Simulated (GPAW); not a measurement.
A run of GPAW 26.7.0 is set up as follows.

Contents of run.py:

```python
from ase.eos import EquationOfState
from ase.io import Trajectory
from ase.spacegroup import crystal
from ase.units import GPa
from gpaw import GPAW, PW, setup_paths

setup_paths.insert(0, '.')

# Au 4a
atoms = crystal(['Au'],
                basis=[[0.0, 0.0, 0.0]],
                spacegroup=225, setting=1,  # Fm-3m
                cellpar=[4.07, 4.07, 4.07, 90.0, 90.0, 90.0],
                primitive_cell=True)

traj = Trajectory('eos.traj', 'w')
volumes, energies = [], []
for x in [0.94, 0.96, 0.98, 1.0, 1.02, 1.04, 1.06]:
    a = atoms.copy()
    a.set_cell(atoms.cell * x**(1 / 3), scale_atoms=True)
    calc = GPAW(mode=PW(600),
                xc='WC',
                kpts={'size': (11, 11, 11), 'gamma': True},
                occupations={'name': 'fermi-dirac', 'width': 0.05},
                nbands=14,
                convergence={'density': 1e-05, 'energy': 1e-05},
                maxiter=150,
                txt=f'eos-{x:.2f}.txt')
    a.calc = calc
    energies.append(a.get_potential_energy(force_consistent=True))
    volumes.append(a.get_volume())
    p = -a.get_stress()[:3].mean() / GPa
    calc.write(f'eos-{x:.2f}.gpw')
    traj.write(a)
    print(f'{x:.2f} {volumes[-1]:10.4f} A^3 {energies[-1]:14.6f} eV {p:9.3f} GPa', flush=True)

v0, e0, B = EquationOfState(volumes, energies, eos='birchmurnaghan').fit()
print(f'V0 = {v0:.4f} A^3, E0 = {e0:.6f} eV, B0 = {B / GPa:.2f} GPa')
```

Potentials or basis: PAW data sets generated in the run's folder for this functional, pw.

Launch:

```bash
$ gpaw-setup -f WC Au
$ OMP_NUM_THREADS=1 python run.py
```

Estimate the equilibrium volume.

17.43 Å³/atom.

What does it give for the bulk modulus?

171 GPa.

Predict the pressure derivative of the bulk modulus.

5.8.

Energy against volume, from the lowest point:
```csv
volume (Å³/atom),energy (meV/atom)
15.843,95.35
16.181,56.25
16.518,28.48
16.855,10.63
17.192,1.49
17.529,0.00
17.866,5.20
```

Caveat: with this Au data set, volumes or pressures lay over 1.5 % or 2 GPa off other programs in two to four cells of ten. The run has no spin-orbit coupling, so splittings on Au are missing.

**What was measured.**

“Exploring toroidal anvil profiles for larger sample volumes above 4 Mbar”, 2024, pmc:11102561 quotes, for a bulk crystal of Au: bulk modulus 167 GPa.

Measured bulk modulus of Au: 167 GPa (quoted in “Exploring toroidal anvil profiles for larger sample volumes above 4 Mbar”, 2024, pmc:11102561). This calculation gives 171 GPa (+2.3 %). The fit is for a static lattice scaled at fixed shape and fixed fractional positions.
